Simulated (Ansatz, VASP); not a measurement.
**Al: VASP beside Ansatz**

The input INCAR:

```
SYSTEM = Al
PREC = Accurate
ENCUT = 520
EDIFF = 1E-6
ISMEAR = 0
SIGMA = 0.1
LREAL = .FALSE.
LASPH = .TRUE.
NELM = 100
ALGO = Normal
ISIF = 2
LWAVE = .FALSE.
LCHARG = .TRUE.
LDIPOL = .TRUE.
IDIPOL = 3
DIPOL = 0.5 0.5 0.390
GGA = PE
LELF = .TRUE.
LVHAR = .TRUE.
LVACPOTAV = .TRUE.
NBANDS = 24
```

The input KPOINTS:

```
Automatic mesh
0
G
  9 9 1
  0 0 0
```

File POSCAR:

```
Al
1.0
    2.8535431555      0.0000000000      0.0000000000
   -1.4267715777      2.4712408634      0.0000000000
    0.0000000000      0.0000000000     34.2605579378
Al
9
Direct
    0.3333333333      0.6666666667      0.1167523310
    0.0000000000      0.0000000000      0.1852090283
    0.6666666667      0.3333333333      0.2536657256
    0.0000000000      0.0000000000      0.3221224229
    0.3333333333      0.6666666667      0.3899858424
    0.0000000000      0.0000000000      0.4578168570
    0.6666666667      0.3333333333      0.5268325032
    0.0000000000      0.0000000000      0.5950901729
    0.3333333333      0.6666666667      0.6643370484
```

Input for Ansatz:

```yaml
crystal:
  lattice:
    - [2.8535431553, 0.0, 0.0]
    - [-1.4267715776, 2.4712408633, 0.0]
    - [0.0, 0.0, 34.2605581613]
  atoms:
    - { symbol: Al, position: [0.3333333333, 0.6666666667, 0.1167523302] }
    - { symbol: Al, position: [0.0, 0.0, 0.1852090271] }
    - { symbol: Al, position: [0.6666666667, 0.3333333333, 0.2536657239] }
    - { symbol: Al, position: [0.0, 0.0, 0.3221224208] }
    - { symbol: Al, position: [0.3333333333, 0.6666666667, 0.3899858396] }
    - { symbol: Al, position: [0.0, 0.0, 0.457816855] }
    - { symbol: Al, position: [0.6666666667, 0.3333333333, 0.5268325041] }
    - { symbol: Al, position: [0.0, 0.0, 0.595090174] }
    - { symbol: Al, position: [0.3333333333, 0.6666666667, 0.6643370506] }
basis:
  ecutwfc: 420
kpoints:
  mp_grid: { grid: [9, 9, 1] }
hamiltonian:
  xc: pbe
  pseudopotentials: { kind: paw, azcp: { folder: soft_1 } }
scf:
  occupations: { method: gaussian, width: 0.1 }
output:
  forces: true
  eigenvalues: true
efield:
  axis: 3
  dipole_correction: true
  ramp_width: 0.04
```

Alike in both runs: task single point; functional PBE; k mesh 9 × 9 × 1; occupations gaussian, width 0.1 eV; no spin polarisation.

```csv
,VASP,Ansatz
version,VASP 6.6.1,Ansatz 0.2.0
potentials or method,"VASP PAW PBE potentials, release 64 (Al)","scalar-relativistic, plane waves, PAW"
plane-wave cutoff (eV),520,420
valence electrons in the cell,27,27
```

```csv
,VASP,Ansatz,Ansatz less VASP
gap on the k mesh at the Fermi level (eV),none,none,-
rms of the force components (eV/Å),0.043,0.043,0.0000
"work function, face that differs most (eV)",4.13,4.13,-0.001
```

Atom by atom the forces differ by 0.000 eV/Å (rms over components). A gap of «none» marks a metal or a gap that the smearing closes. The functional is the same, so the differences come from potentials, cutoffs and numerics.
